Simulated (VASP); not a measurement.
# ZnSe (F-43m) in VASP: settings compared, part 2 of 2

VASP 6.6.1. The steps go on from the part before.

## Step 3: Band structure, HSE06, spin-orbit coupling, no magnetisation

POSCAR

```
ZnSe                                    
1.0
    0.0000000000      2.8206646090      2.8206646090
    2.8206646090      0.0000000000      2.8206646090
    2.8206646090      2.8206646090      0.0000000000
  Zn              Se            
     1     1
Direct
     0.0000000000000000    0.0000000000000000    0.0000000000000000
     0.2500000000000000    0.2500000000000000    0.2500000000000000
```

INCAR.step1

```
SYSTEM = ZnSe
PREC = Accurate
ENCUT = 520
EDIFF = 1E-5
ISMEAR = 0
SIGMA = 0.03
LREAL = .FALSE.
LASPH = .TRUE.
NELM = 80
ALGO = Normal
ISIF = 2
LWAVE = .TRUE.
LCHARG = .FALSE.
MAGMOM = 0 0 0 0 0 0
LORBIT = 11
LSORBIT = .TRUE.
GGA_COMPAT = .FALSE.
NBANDS = 32
GGA = PE
```

INCAR.step2

```
SYSTEM = ZnSe
PREC = Accurate
ENCUT = 520
EDIFF = 1E-7
ISMEAR = 0
SIGMA = 0.03
LREAL = .FALSE.
LASPH = .TRUE.
NELM = 80
ALGO = Normal
ISIF = 2
LWAVE = .FALSE.
LCHARG = .FALSE.
MAGMOM = 0 0 0 0 0 0
LORBIT = 11
LSORBIT = .TRUE.
GGA_COMPAT = .FALSE.
GGA = PE
LHFCALC = .TRUE.
HFSCREEN = 0.2
PRECFOCK = Fast
NBANDS = 32
ISTART = 1
```

KPOINTS

```
Automatic mesh
0
G
  4 4 4
  0 0 0
```

KPOINTS_OPT

```
explicit points
9
Reciprocal
 0.0000000000  0.0000000000  0.0000000000 1
 0.3750000000  0.3750000000  0.7500000000 1
 0.5000000000  0.5000000000  0.5000000000 1
 0.6250000000  0.2500000000  0.6250000000 1
 0.5000000000  0.2500000000  0.7500000000 1
 0.5000000000  0.0000000000  0.5000000000 1
 0.4000000000  0.0000000000  0.4000000000 1
 0.4250000000  0.0000000000  0.4250000000 1
 0.4500000000  0.0000000000  0.4500000000 1
```

Potentials or basis: VASP PAW PBE potentials, release 64 (Zn, Se).

Command:

```bash
$ cat potpaw_PBE.64/Zn/POTCAR potpaw_PBE.64/Se/POTCAR > POTCAR
$ cp INCAR.step1 INCAR
$ mpirun -np 1 vasp_ncl > vasp.out
$ cp INCAR.step2 INCAR
$ mpirun -np 1 vasp_ncl > vasp.out
```

OUTCAR:

```text
SYSTEM = ZnSe
   PREC = Accurate
   ENCUT = 520
   EDIFF = 1E-7
   ISMEAR = 0
   LREAL = .FALSE.
   LASPH = .TRUE.
   NELM = 80
   ISIF = 2
   LORBIT = 11
   LSORBIT = .TRUE.
   GGA = PE
   LHFCALC = .TRUE.
   HFSCREEN = 0.2
   PRECFOCK = Fast
   ISTART = 1

 ion  position               nearest neighbor table
   1  0.000  0.000  0.000-   2 2.44   2 2.44   2 2.44   2 2.44
   2  0.250  0.250  0.250-   1 2.44   1 2.44   1 2.44   1 2.44

  LATTYP: Found a face centered cubic cell.
 ALAT       =     5.6413292180

  Lattice vectors:

 A1 = (   0.0000000000,   2.8206646090,   2.8206646090)
 A2 = (   2.8206646090,   0.0000000000,   2.8206646090)
 A3 = (   2.8206646090,   2.8206646090,   0.0000000000)

Analysis of symmetry for initial positions (statically):
=====================================================================
 Subroutine PRICEL returns:
 Original cell was already a primitive cell.

 Routine SETGRP: Setting up the symmetry group for a
[... 563 lines left out ...]
 l=   3
     0.0000000     0.0000000     0.0000000     0.0000000     0.0000000     0.0000000     0.0000000
     0.0000000     0.0000000     0.0000000     0.0000000     0.0000000     0.0000000     0.0000000
     0.0000000     0.0000000     0.0000000     0.0000000     0.0000000     0.0000000     0.0000000
     0.0000000     0.0000000     0.0000000     0.0000000     0.0000000     0.0000000     0.0000000
     0.0000000     0.0000000     0.0000000     0.0000000     0.0000000     0.0000000     0.0000000
     0.0000000     0.0000000     0.0000000     0.0000000     0.0000000     0.0000000     0.0000000
     0.0000000     0.0000000     0.0000000     0.0000000     0.0000000     0.0000000     0.0000000

 Ion:    2  E_soc:     -0.0346929
 l=   1
     0.0000000    -0.0057752    -0.0057752
    -0.0057752     0.0000000    -0.0057752
    -0.0057752    -0.0057752     0.0000000
 l=   2
     0.0000000    -0.0000038     0.0000000    -0.0000038    -0.0000031
    -0.0000038     0.0000000    -0.0000023    -0.0000038    -0.0000008
     0.0000000    -0.0000023     0.0000000    -0.0000023     0.0000000
    -0.0000038    -0.0000038    -0.0000023     0.0000000    -0.0000008
    -0.0000031    -0.0000008     0.0000000    -0.0000008     0.0000000
 l=   3
     0.0000000     0.0000000     0.0000000     0.0000000     0.0000000     0.0000000     0.0000000
     0.0000000     0.0000000     0.0000000     0.0000000     0.0000000     0.0000000     0.0000000
     0.0000000     0.0000000     0.0000000     0.0000000     0.0000000     0.0000000     0.0000000
     0.0000000     0.0000000     0.0000000     0.0000000     0.0000000     0.0000000     0.0000000
     0.0000000     0.0000000     0.0000000     0.0000000     0.0000000     0.0000000     0.0000000
     0.0000000     0.0000000     0.0000000     0.0000000     0.0000000     0.0000000     0.0000000
     0.0000000     0.0000000     0.0000000     0.0000000     0.0000000     0.0000000     0.0000000

 total charge

# of ion       s       p       d       tot
------------------------------------------
    1        0.495   0.452   9.825  10.772
    2        1.439   2.517   0.027   3.983
--------------------------------------------------
tot          1.933   2.969   9.853  14.755

 magnetization (x)

# of ion       s       p       d       tot
------------------------------------------
    1       -0.000  -0.000  -0.000  -0.000
    2        0.000  -0.000   0.000  -0.000
--------------------------------------------------
tot         -0.000  -0.000  -0.000  -0.000

 magnetization (y)

# of ion       s       p       d       tot
------------------------------------------
    1       -0.000   0.000   0.000  -0.000
    2       -0.000   0.000  -0.000  -0.000
--------------------------------------------------
tot         -0.000   0.000  -0.000  -0.000

 magnetization (z)

# of ion       s       p       d       tot
------------------------------------------
    1       -0.000  -0.000  -0.000  -0.000
    2        0.000   0.000   0.000   0.000
--------------------------------------------------
tot         -0.000  -0.000  -0.000  -0.000
```

OUTCAR.step1:

```text
SYSTEM = ZnSe
   PREC = Accurate
   ENCUT = 520
   EDIFF = 1E-5
   ISMEAR = 0
   LREAL = .FALSE.
   LASPH = .TRUE.
   NELM = 80
   ISIF = 2
   LORBIT = 11
   LSORBIT = .TRUE.
[... 623 lines left out ...]
tot          0.000   0.000  -0.000   0.000

 magnetization (y)

# of ion       s       p       d       tot
------------------------------------------
    1        0.000   0.000  -0.000   0.000
    2       -0.000   0.000  -0.000  -0.000
--------------------------------------------------
tot         -0.000   0.000  -0.000   0.000

 magnetization (z)

# of ion       s       p       d       tot
------------------------------------------
    1        0.000   0.000   0.000   0.000
    2       -0.000  -0.000   0.000  -0.000
--------------------------------------------------
tot          0.000   0.000   0.000   0.000
```

It took 31 min on 1 thread of Intel Xeon 6975P-C (Granite Rapids), shared host; peak memory 0.42 GiB.

Results:

* Free energy: -7.4089 eV
* Pressure: 2.4 GPa
* Valence electrons inside the program's atomic spheres: Zn 10.77; Se 3.98

Caveat: the k mesh is coarse (spacing up to 0.48 Å⁻¹), so the values aren't converged, least of all with exact exchange; the PAW data sets were made with another functional, which shifts forces and pressure a little.

## Step 4: Against experiment

Step 2. Against the measured gap of ZnSe, 2.695 eV (an exciton energy, a little under the gap; 300 K; “Alloy Disordering Effects on the Thermal Conductivity and Energy Gap Temperature Dependence of Cd1−xZnxSe Ternary Crystals Grown by the Bridgman Method”, 2023, pmc:10253836), the calculated 3.10 eV is off by +0.41 eV. Spin-orbit coupling on Se is left out. The value is that of PBE0, without temperature or zero-point motion.
